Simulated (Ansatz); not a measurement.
Input and command of a plane-wave DFT calculation in Ansatz:

```yaml
crystal:
  lattice:
    - [0.0, 3.1971538277, 3.2451111351]
    - [3.1971538277, 0.0, 3.2451111351]
    - [3.1971538277, 3.1971538277, 0.0]
  atoms:
    - { symbol: Bi, position: [0.0, 0.0, 0.0] }
    - { symbol: Te, position: [0.5, 0.5, 0.5] }
basis:
  ecutwfc: 420
kpoints:
  mp_grid: { grid: [16, 16, 16] }
hamiltonian:
  xc: pbesol
scf:
  occupations: { method: gaussian, width: 0.15 }
output:
  forces: true
  stress: true
  eigenvalues: true
```

```bash
ansatz run input.yaml --threads 2 --pin off --max-ram 5120MiB --backend cpu --events-out ev --progress --plain --runs-dir out
```

Processor: Intel(R) Xeon(R) 6975P-C (Granite Rapids), 2 threads, on a host shared with other jobs.

**Question.** How long does it run, and how much memory does it take?

**Answer.** About 7.2 s on 2 threads of Intel(R) Xeon(R) 6975P-C (Granite Rapids), on a shared host, peak memory 0.66 GiB. It solves 20 bands at 349 k points (the mesh reduced by the symmetry that the task leaves, which can be less than the crystal's) with about 1283 plane waves, in 6 SCF iterations.
